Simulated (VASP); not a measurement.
A run of VASP 6.6.1 is set up as follows.

File POSCAR:

```
CaB2
1.0
    3.2264302843      0.0000000000      0.0000000000
   -1.6132151421      2.7941705897      0.0000000000
    0.0000000000      0.0000000000      4.0673920000
Ca B
1 2
Direct
    0.0000000000      0.0000000000      0.0000000000
    0.6666666667      0.3333333333      0.5000000000
    0.3333333333      0.6666666667      0.5000000000
```

INCAR.step1

```
  ALGO = Fast
  EDIFF = 1E-6
  ENCUT = 520
  GGA = AM
  ISIF = 2
  ISMEAR = -1
  LASPH = T
  LCHARG = T
  LREAL = F
  LWAVE = F
  NELM = 60
  PREC = Accurate
  SIGMA = 0.05
```

File KPOINTS.step1:

```
k-points
0
Gamma
  9 9 7
```

INCAR.step2

```
  ALGO = Fast
  EDIFF = 1E-6
  ENCUT = 520
  GGA = AM
  ICHARG = 11
  ISIF = 2
  ISMEAR = 0
  LASPH = T
  LCHARG = F
  LREAL = F
  LWAVE = F
  NELM = 60
  PREC = Accurate
  SIGMA = 0.05
```

The input KPOINTS.step2:

```
path GMKGALHA,LM,KH
10
line-mode
reciprocal
 0.0000000000  0.0000000000  0.0000000000  G
 0.5000000000  0.0000000000  0.0000000000  M

 0.5000000000  0.0000000000  0.0000000000  M
 0.3333333333  0.3333333333  0.0000000000  K

 0.3333333333  0.3333333333  0.0000000000  K
 0.0000000000  0.0000000000  0.0000000000  G

 0.0000000000  0.0000000000  0.0000000000  G
 0.0000000000  0.0000000000  0.5000000000  A

 0.0000000000  0.0000000000  0.5000000000  A
 0.5000000000  0.0000000000  0.5000000000  L

 0.5000000000  0.0000000000  0.5000000000  L
 0.3333333333  0.3333333333  0.5000000000  H

 0.3333333333  0.3333333333  0.5000000000  H
 0.0000000000  0.0000000000  0.5000000000  A

 0.5000000000  0.0000000000  0.5000000000  L
 0.5000000000  0.0000000000  0.0000000000  M

 0.3333333333  0.3333333333  0.0000000000  K
 0.3333333333  0.3333333333  0.5000000000  H
```

Potentials or basis: VASP PAW PBE potentials, release 64 (Ca_sv, B).

The run is started by

```console
$ cat potpaw_PBE.64/Ca_sv/POTCAR potpaw_PBE.64/B/POTCAR > POTCAR
$ cp INCAR.step1 INCAR
$ cp KPOINTS.step1 KPOINTS
$ mpirun -np 1 vasp_std > vasp.out
$ cp INCAR.step2 INCAR
$ cp KPOINTS.step2 KPOINTS
$ mpirun -np 1 vasp_std > vasp.out
```

Task: Estimate the band gap along the path.

Result: None (metal or under the smearing width).

Levels at the corners of the path, in eV from the Fermi level:
```csv
point,band 6,band 7,band 8,band 9,band 10,band 11
Γ,-1.74,0.39,0.42,0.42,5.49,5.49
M,-6.31,-1.37,-1.13,0.99,3.19,5.35
M,-6.31,-1.37,-1.13,0.99,3.19,5.35
K,-5.78,-4.25,0.05,0.05,3.87,3.87
K,-5.78,-4.25,0.05,0.05,3.87,3.87
Γ,-1.74,0.39,0.42,0.42,5.49,5.49
Γ,-1.74,0.39,0.42,0.42,5.49,5.49
A,-4.67,0.99,0.99,3.43,4.16,4.16
A,-4.67,0.99,0.99,3.43,4.16,4.17
L,-5.42,-1.65,-0.85,-0.66,5.30,5.61
L,-5.42,-1.65,-0.85,-0.66,5.30,5.61
H,-6.10,-3.40,-0.32,-0.32,5.87,6.81
H,-6.10,-3.40,-0.32,-0.32,5.87,6.81
A,-4.67,0.99,0.99,3.43,4.16,4.16
L,-5.42,-1.65,-0.85,-0.66,5.30,5.61
M,-6.31,-1.37,-1.13,0.99,3.19,5.35
K,-5.78,-4.25,0.05,0.05,3.87,3.87
H,-6.10,-3.40,-0.32,-0.32,5.87,6.81
```

Caveat: the log is that of the step along the path at fixed density, whose energy, stress, charges and moments have no meaning.
